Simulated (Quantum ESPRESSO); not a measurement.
Crystal: TaS2.

```xyz
3
Lattice="3.3500 0.0000 0.0000 -1.6750 2.9012 0.0000 0.0000 0.0000 5.8600" Properties=species:S:1:pos:R:3 pbc="T T T"
Ta    0.0000    0.0000    0.0000
S     0.0000    1.9341    1.4650
S     1.6750    0.9671    4.3950
```

Below is the output of Quantum ESPRESSO 7.5 for this cell. Logs are shortened: lines on timing, memory, paths and dates and some standing lists are left out, and cuts for length are marked.

```text
This program is part of the open-source Quantum ESPRESSO suite
     for quantum simulation of materials; please cite
         "P. Giannozzi et al., J. Phys.:Condens. Matter 21 395502 (2009);
         "P. Giannozzi et al., J. Phys.:Condens. Matter 29 465901 (2017);
         "P. Giannozzi et al., J. Chem. Phys. 152 154105 (2020);
     in publications or presentations arising from this work. More details at

     IMPORTANT: XC functional enforced from input :
     Exchange-correlation= PBE
                           (   1   4   3   4   0   0   0)
     Any further DFT definition will be discarded
     Please, verify this is what you really want

     Message from routine setup:
[... 7 lines left out ...]
     --------------------
     sticks:   dense  smooth     PW     G-vecs:    dense   smooth      PW
     Sum        1459    1459    409                78723    78723   11515

     Using Slab Decomposition

     bravais-lattice index     =            0
     lattice parameter (alat)  =       6.3306  a.u.
     unit-cell volume          =     384.3392 (a.u.)^3
     number of atoms/cell      =            3
     number of atomic types    =            2
     number of electrons       =        39.00
     number of Kohn-Sham states=           31
     kinetic-energy cutoff     =     132.0000  Ry
     charge density cutoff     =     528.0000  Ry
     scf convergence threshold =      1.2E-07
     mixing beta               =       0.7000
     number of iterations used =           20  plain     mixing
     Exchange-correlation= PBE
                           (   1   4   3   4   0   0   0)
     Hubbard projectors: ortho-atomic
     Hubbard parameters of DFT+U (Dudarev formulation) in eV:
     U(Ta-5d) =  6.0000

     Internal variables: lda_plus_u =T, lda_plus_u_kind = 0

     Internal variables: orbital_resolved =F, hub_pot_fix =F, apply_U = F

[... 490 lines left out ...]
       0.000  0.000  0.315  0.110  0.000
       0.000 -0.000  0.110  0.253 -0.000
       0.000  0.110  0.000 -0.000  0.253

     Number of occupied Hubbard levels =    3.5956

 ------ SPIN UP ------------

          k = 0.0000 0.0000 0.0000 (  9899 PWs)   bands (ev):

   -57.2278 -23.6412 -23.6412 -23.4935  -9.4834  -9.4485  -9.2677  -9.2677
    -9.1471  -9.1471  -9.1157  -2.9093  -0.6731   4.2396   8.0863   8.0863
    10.7964  10.9591  11.5363  11.5363  12.7579  12.7579  16.4338  16.4338
    17.1918  17.6135  21.0721  21.0721  23.6590  24.3747  25.6590
[... 122 lines left out ...]
   -57.2051 -23.9276 -23.7077 -23.4380  -9.4679  -9.4647  -9.2716  -9.2601
    -9.1548  -9.1485  -9.1062  -1.0758  -0.4902   5.5347   7.0483   7.3269
     8.1653   9.1714  10.1636  10.7609  13.9462  15.1025  16.8642  17.0284
    18.0797  18.6874  19.5194  22.0368  22.4294  23.3753  25.1999

          k =-0.1429 0.4124-0.1906 (  9838 PWs)   bands (ev):

   -57.2078 -23.8816 -23.7253 -23.4423  -9.4691  -9.4636  -9.2700  -9.2621
    -9.1535  -9.1491  -9.1071  -1.0004  -0.8045   6.2624   6.8494   7.3006
     8.0632   8.9282   9.5361  11.7424  13.4918  14.8664  16.1550  17.7530
    18.7778  19.2956  20.5010  21.7571  22.0078  23.0882  24.5313

 ------ SPIN DOWN ----------

          k = 0.0000 0.0000 0.0000 (  9899 PWs)   bands (ev):

   -56.9255 -23.2635 -23.2635 -22.7913  -9.3710  -9.3399  -9.2069  -9.2069
    -8.9794  -8.9794  -8.8826  -2.8331  -0.6975   5.8858   8.3481   8.3481
    10.9980  11.4723  11.4723  14.1304  14.1304  14.5309  16.6491  16.6491
    17.5298  18.0557  21.2040  21.2040  23.9910  24.9814  26.0839
[... 122 lines left out ...]
   -56.9130 -23.5445 -23.3286 -22.7324  -9.3553  -9.3552  -9.2107  -9.1993
    -8.9866  -8.9809  -8.8757  -1.0242  -0.5035   5.9821   7.1662   8.4458
     8.5164   9.4580  10.1755  12.9714  16.1514  16.5695  17.3556  17.5632
    18.4225  19.1921  19.8362  22.2810  22.6685  23.5867  25.2616

          k =-0.1429 0.4124-0.1906 (  9838 PWs)   bands (ev):

   -56.9170 -23.4966 -23.3453 -22.7368  -9.3565  -9.3541  -9.2092  -9.2012
    -8.9854  -8.9814  -8.8763  -0.9739  -0.7798   6.6593   7.0618   8.2672
     8.8188   9.2541   9.6364  13.9330  15.1175  16.1322  17.2067  18.2341
    19.1028  19.6303  20.7881  21.9172  22.2853  23.2956  24.7158

     the Fermi energy is    12.4221 ev

!    total energy              =    -693.70409422 Ry
     estimated scf accuracy    <       0.00000004 Ry
     smearing contrib. (-TS)   =      -0.00000000 Ry
     internal energy E=F+TS    =    -693.70409422 Ry

     The total energy is F=E-TS. E is the sum of the following terms:
     one-electron contribution =    -583.52154147 Ry
     hartree contribution      =     324.04380709 Ry
     xc contribution           =    -118.21897510 Ry
     ewald contribution        =    -316.42724438 Ry
     Hubbard energy            =       0.41985964 Ry

     total magnetization       =     1.00 Bohr mag/cell
     absolute magnetization    =     1.23 Bohr mag/cell

     convergence has been achieved in  28 iterations

     Forces acting on atoms (cartesian axes, Ry/au):

     atom    1 type  1   force =     0.00000000    0.00000000    0.00000000
     atom    2 type  2   force =     0.00000000    0.00000000    0.05028770
     atom    3 type  2   force =     0.00000000   -0.00000000   -0.05028770

     Total force =     0.071118     Total SCF correction =     0.000038

     Computing stress (Cartesian axis) and pressure

          total   stress  (Ry/bohr**3)                   (kbar)     P=      182.65
   0.00140215   0.00000000   0.00000000          206.26        0.00        0.00
   0.00000000   0.00140215  -0.00000000            0.00      206.26       -0.00
   0.00000000  -0.00000000   0.00092051            0.00       -0.00      135.41

=------------------------------------------------------------------------------=
   JOB DONE.
=------------------------------------------------------------------------------=
```

Problem. What input gives this log?

Solution. Single point with PBE+U, collinear spin, ferromagnetic start. The files as run (others can give the same):

pw.in
```
&CONTROL
  calculation = 'scf'
  prefix = 'pwscf'
  outdir = './tmp'
  pseudo_dir = './pseudo'
  tprnfor = .true.
  tstress = .true.
  disk_io = 'nowf'
/
&SYSTEM
  ibrav = 0
  nat = 3
  ntyp = 2
  ecutwfc = 132
  nbnd = 31
  input_dft = 'pbe'
  occupations = 'smearing'
  smearing = 'gaussian'
  degauss = 0.00367493
  nspin = 2
  starting_magnetization(1) = 0.037
  starting_magnetization(2) = 0
/
&ELECTRONS
  conv_thr = 1.2d-07
  electron_maxstep = 100
  mixing_beta = 0.7
  mixing_ndim = 20
/
ATOMIC_SPECIES
Ta   180.9479 Ta.upf
S     32.0600 S.upf
CELL_PARAMETERS angstrom
   3.3500014000    0.0000000000    0.0000000000
  -1.6750007000    2.9011863100    0.0000000000
   0.0000000000    0.0000000000    5.8599987400
ATOMIC_POSITIONS crystal
Ta     0.0000000000    0.0000000000    0.0000000000
S      0.3333333333    0.6666666667    0.2500000000
S      0.6666666667    0.3333333333    0.7500000000
K_POINTS automatic
7 7 3 0 0 0
HUBBARD {ortho-atomic}
U Ta-5d 6.0
```

Potentials or basis: PseudoDojo 0.4.1 SR LDA stringent.
Command:
```sh
$ OMP_NUM_THREADS=1 mpirun -n 2 pw.x -nk 2 -in pw.in > pw.out
```

Caveat: the potentials were made for another functional, which shifts forces and pressure; spin-orbit coupling is left out, which moves the levels of the heavy elements; an odd mesh through Γ misses points on the zone boundary, where band edges often lie; this functional lacks dispersion, which binds the layers, so the pressure and a relaxed spacing across them are unreliable.
